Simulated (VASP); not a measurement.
Wanted: the native input for a VASP 6.6.1 run.

- Task: single point
- Functional: PBE
- Potentials or basis: VASP PAW PBE potentials, release 64 (Al)
- Cutoff: 520 eV
- k mesh: 2 × 3 × 1
- Occupations: gaussian, width 0.05 eV
- Spin: no spin polarisation
- Dipole correction: no
- Further INCAR settings: LREAL = Auto; ALGO = Fast; EDIFF = 1e-06; NBANDS = 48

The structure of Al lies in POSCAR:

```
Al
1.0
    8.1000000000      0.0000000000      0.0000000000
    0.0000000000      5.7275650000      0.0000000000
    0.0000000000      0.0000000000     17.7275650000
Al
21
Direct
    0.0000000000      0.0000000000      0.0564093264
    0.5000000000      0.0000000000      0.0564093264
    0.0000000000      0.5000000873      0.0564093264
    0.5000000000      0.5000000873      0.0564093264
    0.2500000000      0.2499999564      0.1371812767
    0.7500000000      0.2499999564      0.1371812767
    0.2500000000      0.7500000436      0.1371812767
    0.7500000000      0.7500000436      0.1371812767
   -0.0023181481     -0.0000658220      0.2131799827
    0.5018253086     -0.0000719328      0.2131614804
   -0.0006717284      0.4999365350      0.2126262123
    0.5002180247      0.4999292020      0.2125686184
    0.2495656790      0.2407173031      0.2927091228
    0.7495539506      0.2527325312      0.2949484038
    0.2495669136      0.7589553327      0.2927119996
    0.7495529630      0.7470181482      0.2949447372
   -0.0019404938     -0.0001791337      0.3683608550
    0.5007638272     -0.0001810543      0.3683145429
    0.0241335802      0.4998139698      0.3661281174
    0.4753792593      0.4998096050      0.3660419240
    0.7497276543      0.4998871248      0.4397777134
```

The cell was built by a generator and needn't be a form met in nature.

The input as run:

INCAR

```
SYSTEM = Al
ALGO = Fast ; EDIFF = 1E-6
ENCUT = 520 ; GGA = PE
ISIF = 2 ; ISMEAR = 0
LASPH = .True. ; LCHARG = .False.
LREAL = Auto ; LWAVE = .False.
NBANDS = 48 ; NELM = 100
PREC = Accurate ; SIGMA = 0.05
```

KPOINTS

```
k-points
0
Gamma
  2 3 1
  0 0 0
```

Potentials or basis: VASP PAW PBE potentials, release 64 (Al).

Run with:

```sh
$ cat potpaw_PBE.64/Al/POTCAR > POTCAR
$ mpirun -np 1 vasp_std > vasp.out
```

Results of the run:

```json
{"Largest force": "0.340 eV/Å", "Band gap on the k mesh": "none (metal or under the smearing width)"}
```

Caveat: the k mesh is coarse (spacing up to 0.39 Å⁻¹), so the values aren't converged.

Wall time 6.9 min on 1 thread of Intel(R) Xeon(R) Platinum 8488C (Sapphire Rapids) (shared host), peak memory 0.73 GiB.
